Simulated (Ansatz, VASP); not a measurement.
## CdF2: VASP beside Ansatz

The input POSCAR:

```
CdF2
1.0
    0.0000000000      2.6825809990      2.6825809990
    2.6825809990      0.0000000000      2.6825809990
    2.6825809990      2.6825809990      0.0000000000
Cd F
1 2
Direct
    0.0000000000      0.0000000000      0.0000000000
    0.2500000000      0.2500000000      0.2500000000
    0.7500000000      0.7500000000      0.7500000000
```

INCAR.step1

```
PREC     = Accurate       # precision mode
ENCUT    = 520            # plane-wave cutoff, eV
EDIFF    = 1E-5           # SCF threshold, eV
ISMEAR   = 0              # smearing method
SIGMA    = 0.01           # smearing width, eV
LREAL    = False          # projectors in reciprocal space
LASPH    = True           # aspherical terms in the spheres
NELM     = 100            # most SCF steps
ALGO     = Normal         # electronic algorithm
ISIF     = 2              # what is computed and relaxed
LWAVE    = True           # write WAVECAR
GGA      = PE             # functional
NBANDS   = 20             # bands
```

File INCAR.step2:

```
PREC     = Accurate       # precision mode
ENCUT    = 520            # plane-wave cutoff, eV
EDIFF    = 1E-6           # SCF threshold, eV
ISMEAR   = 0              # smearing method
SIGMA    = 0.01           # smearing width, eV
LREAL    = False          # projectors in reciprocal space
LASPH    = True           # aspherical terms in the spheres
NELM     = 100            # most SCF steps
ALGO     = Normal         # electronic algorithm
ISIF     = 2              # what is computed and relaxed
LWAVE    = False          # write WAVECAR
LCHARG   = True           # write CHGCAR
GGA      = PE             # functional
LHFCALC  = True           # exact exchange
HFSCREEN = 0.2079         # screening, 1/A
PRECFOCK = Normal       
LELF     = True           # ELF
LVHAR    = True         
ISTART   = 1            
NBANDS   = 20             # bands
```

The input KPOINTS:

```
regular mesh
0
Gamma
  4 4 4
```

Input for Ansatz:

```yaml
crystal:
  lattice:
    - [0.0, 2.682580999, 2.682580999]
    - [2.682580999, 0.0, 2.682580999]
    - [2.682580999, 2.682580999, 0.0]
  atoms:
    - { symbol: Cd, position: [0.0, 0.0, 0.0] }
    - { symbol: F, position: [0.25, 0.25, 0.25] }
    - { symbol: F, position: [0.75, 0.75, 0.75] }
kpoints:
  mp_grid: { grid: [4, 4, 4] }
hamiltonian:
  xc: hse06
scf:
  occupations: { method: fixed }
  n_extra_bands: 4
output:
  forces: true
  stress: true
  eigenvalues: true
```

Alike in both runs: task single point; functional HSE06; k mesh 4 × 4 × 4; no spin polarisation.

|  | VASP | Ansatz |
| --- | --- | --- |
| version | VASP 6.6.1 | Ansatz 0.2.0 |
| potentials or method | VASP PAW PBE potentials, release 64 (Cd, F) | plane waves, PAW |
| plane-wave cutoff (eV) | 520 | 420 |
| occupations | gaussian, width 0.01 eV | fixed |
| valence electrons in the cell | 26 | 34 |

|  | VASP | Ansatz | Ansatz less VASP |
| --- | --- | --- | --- |
| gap on the k mesh at the Fermi level (eV) | 5.21 | 5.26 | +0.046 |
| pressure (GPa) | 4.2 | 3.2 | -0.99 |

The two sets of potentials don't hold the same shells in valence. Ansatz warned: «stress_exchange_threshold_loose».

Caveats: the k mesh is coarse (spacing up to 0.51 Å⁻¹), so the values aren't converged, least of all with exact exchange; the PAW data sets were made with another functional, which shifts forces and pressure a little (VASP). A k mesh can miss the band edges.
